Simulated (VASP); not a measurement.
# ZnSe (Stilleite) (F-43m) in VASP: settings compared, part 3 of 3

VASP 6.6.1.

## Step 6: Dielectric tensor, PBEsol

This run uses another cell than the first one, of 22.99 Å³/atom, 1.024 times its volume.

Contents of INCAR:

```
SYSTEM = ZnSe
PREC = Accurate
ENCUT = 600
EDIFF = 1E-8
ISMEAR = 0
SIGMA = 0.03
LREAL = .FALSE.
LASPH = .TRUE.
NELM = 80
ALGO = Normal
ISIF = 2
LWAVE = .FALSE.
LCHARG = .FALSE.
GGA = PS
LEPSILON = .TRUE.
```

Contents of KPOINTS:

```
Automatic mesh
0
Monkhorst
  14 14 14
  0 0 0
```

Contents of POSCAR:

```
ZnSe                                    
1.0
    0.0000000000      2.8432986998      2.8432986998
    2.8432986998      0.0000000000      2.8432986998
    2.8432986998      2.8432986998      0.0000000000
  Zn              Se            
     1     1
Direct
     0.0000000000000000    0.0000000000000000    0.0000000000000000
     0.2500000000000000    0.2500000000000000    0.2500000000000000
```

Potentials or basis: VASP PAW PBE potentials, release 64 (Zn, Se).

Started as:

```console
> cat potpaw_PBE.64/Zn/POTCAR potpaw_PBE.64/Se/POTCAR > POTCAR
> mpirun -np 1 vasp_std > vasp.out
```

OUTCAR:

```text
SYSTEM = ZnSe
   PREC = Accurate
   ENCUT = 600
   EDIFF = 1E-8
   ISMEAR = 0
   LREAL = .FALSE.
   LASPH = .TRUE.
   NELM = 80
   ISIF = 2
   GGA = PS
   LEPSILON = .TRUE.

 ion  position               nearest neighbor table
   1  0.000  0.000  0.000-   2 2.46   2 2.46   2 2.46   2 2.46
   2  0.250  0.250  0.250-   1 2.46   1 2.46   1 2.46   1 2.46

  LATTYP: Found a face centered cubic cell.
 ALAT       =     5.6865973996

  Lattice vectors:

 A1 = (   0.0000000000,   2.8432986998,   2.8432986998)
 A2 = (   2.8432986998,   0.0000000000,   2.8432986998)
 A3 = (   2.8432986998,   2.8432986998,   0.0000000000)

Analysis of symmetry for initial positions (statically):
=====================================================================
 Subroutine PRICEL returns:
 Original cell was already a primitive cell.

 Routine SETGRP: Setting up the symmetry group for a
[... 607 lines left out ...]

 Free energy of the ion-electron system (eV)
  ---------------------------------------------------
  ---------------------------------------------------
  free energy    TOTEN  =        -0.88518059 eV

  energy without entropy =       -0.88518059

------------------------ aborting loop because EDIFF is reached ----------------------------------------

 PIEZOELECTRIC TENSOR FIELD DIRECTION 3  (e Angst)
 -----------------------------------------------------------------------------
     0.00029 -2.02159  0.00000           ( -0.00000  0.02215  0.00000)
    -2.02159  0.00029  0.00000           (  0.02215 -0.00000  0.00000)
     0.00000  0.00000 -0.00197           (  0.00000  0.00000 -0.00000)

 PIEZOELECTRIC TENSOR FIELD DIRECTION 3  (C/m^2)
 -----------------------------------------------------------------------------
     0.00010 -0.70454  0.00000
    -0.70454  0.00010  0.00000
     0.00000  0.00000 -0.00069

 MACROSCOPIC STATIC DIELECTRIC TENSOR (including local field effects in DFT)
 ------------------------------------------------------
           7.480939     0.000000    -0.000000
           0.000000     7.480939    -0.000000
           0.000000     0.000000     7.480939
 ------------------------------------------------------

 PIEZOELECTRIC TENSOR (including local field effects)  for field in x, y, z        (e  Angst)
          XX          YY          ZZ          XY          YZ          ZX
  --------------------------------------------------------------------------------
  x     0.00000     0.00000    -0.00000    -0.00000    -2.02471     0.00000
  y    -0.00000     0.00000    -0.00000    -0.00000     0.00000    -2.02471
  z    -0.00000    -0.00000     0.00000    -2.02471     0.00000    -0.00000

 PIEZOELECTRIC TENSOR (including local field effects)  for field in x, y, z        (C/m^2)
          XX          YY          ZZ          XY          YZ          ZX
  --------------------------------------------------------------------------------
  x     0.00000     0.00000    -0.00000    -0.00000    -0.70563     0.00000
  y    -0.00000     0.00000    -0.00000    -0.00000     0.00000    -0.70563
  z    -0.00000    -0.00000     0.00000    -0.70563     0.00000    -0.00000

 BORN EFFECTIVE CHARGES (including local field effects) (in |e|, cummulative output)
 ---------------------------------------------------------------------------------
 ion    1
    1     2.06344     0.00000     0.00000
    2     0.00000     2.06344     0.00000
    3    -0.00000     0.00000     2.06344
 ion    2
    1    -2.06344     0.00000     0.00000
    2    -0.00000    -2.06344    -0.00000
    3     0.00000    -0.00000    -2.06344
```

OSZICAR:

```text
N       E                     dE             d eps       ncg     rms          rms(c)
DAV:   1     0.910419858652E+02    0.91042E+02   -0.98160E+03  7280   0.175E+03
DAV:   2    -0.618083161814E+00   -0.91660E+02   -0.87619E+02  7705   0.293E+02
[... 12 lines left out ...]
RMM:   6    -0.884449982159E+00   -0.45386E-03   -0.11041E-04 62255   0.659E-02    0.166E-02
RMM:   7    -0.885123891067E+00   -0.67391E-03   -0.17091E-05 66368   0.263E-02    0.200E-03
RMM:   8    -0.885182811329E+00   -0.58920E-04   -0.18270E-06 65356   0.485E-03    0.106E-03
RMM:   9    -0.885175056877E+00    0.77545E-05   -0.54286E-07 68555   0.205E-03    0.172E-04
RMM:  10    -0.885179933780E+00   -0.48769E-05   -0.15406E-07 60858   0.462E-04    0.714E-05
RMM:  11    -0.885181625565E+00   -0.16918E-05   -0.40865E-08 53942   0.212E-04    0.236E-05
RMM:  12    -0.885180591259E+00    0.10343E-05   -0.75053E-09 34966   0.743E-05    0.653E-06
```

stdout:

```text
POSCAR found type information on POSCAR ZnSe
 POSCAR found :  2 types and       2 ions
 scaLAPACK will be used
 -----------------------------------------------------------------------------
|                                                                             |
[... 46 lines left out ...]
 dielectric tensor                  component  3 :     0.053    -1.750     6.094
 Linear response to external field, progress :
  Direction:   1
 dielectric tensor                  component  1 :     7.481     0.319    -0.000
 Linear response to external field, progress :
  Direction:   2
 dielectric tensor                  component  2 :    -0.000     7.481    -0.371
 Linear response to external field, progress :
  Direction:   3
 dielectric tensor                  component  3 :     0.495    -0.025     7.481
 Born effective charges drift removed
```

It took 65 min on 1 thread of AMD EPYC 7R13 (Zen 3), shared host; peak memory 2.3 GiB.

Results:

```yaml
Electronic_dielectric_tensor_diagonal: 7.48
Born_charges_mean_of_the_diagonal: Zn +2.06; Se -2.06 e
```

Electronic dielectric tensor:
```
7.48 0.00 0.00
0.00 7.48 0.00
0.00 0.00 7.48
```

Born effective charge tensors (e):
atom 1, Zn
```
2.06 0.00 0.00
0.00 2.06 0.00
0.00 0.00 2.06
```
atom 2, Se
```
-2.06  0.00  0.00
 0.00 -2.06  0.00
 0.00  0.00 -2.06
```

Caveat: the PAW data sets were made with another functional, which shifts forces and pressure a little.

## Step 7: Comparison with measurements

Step 4. Against the measured high-frequency dielectric constant of ZnSe, 5.9 (a printed reference work, textbook), the calculated 7.40 is off by +25.5 %.

Step 6. Measured high-frequency dielectric constant of ZnSe: 5.9 (a printed reference work, textbook). This calculation gives 7.48 (+26.8 %).
